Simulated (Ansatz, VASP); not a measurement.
One calculation of Ti, two programs

```
Ti
1.0
     4.56737    0.00000    0.00000
    -2.28369    3.95546    0.00000
     0.00000    0.00000    2.82624
Ti
3
Direct
  0.00000 0.00000 0.00000
  0.33333 0.66667 0.50000
  0.66667 0.33333 0.50000
```

Alike in both runs: task single point; functional PBE; k mesh 12 × 12 × 14; occupations gaussian, width 0.1 eV; no spin polarisation.

```csv
,VASP,Ansatz
version,VASP 6.6.1,Ansatz 0.2.0
potentials or method,"VASP PAW PBE potentials, release 64 (Ti_sv)","scalar-relativistic, plane waves, PAW"
plane-wave cutoff (eV),520,420
valence electrons in the cell,36,36
```

|  | VASP | Ansatz | Ansatz less VASP |
| --- | --- | --- | --- |
| gap on the k mesh at the Fermi level (eV) | none | none | - |
| pressure (GPa) | 0.5 | 0.8 | +0.36 |
| largest component of the traceless stress (GPa) | 0.07 | 0.07 | +0.003 |

A gap of «none» marks a metal or a gap that the smearing closes. With one functional, cell and mesh, what is left measures potentials, basis and numerics.
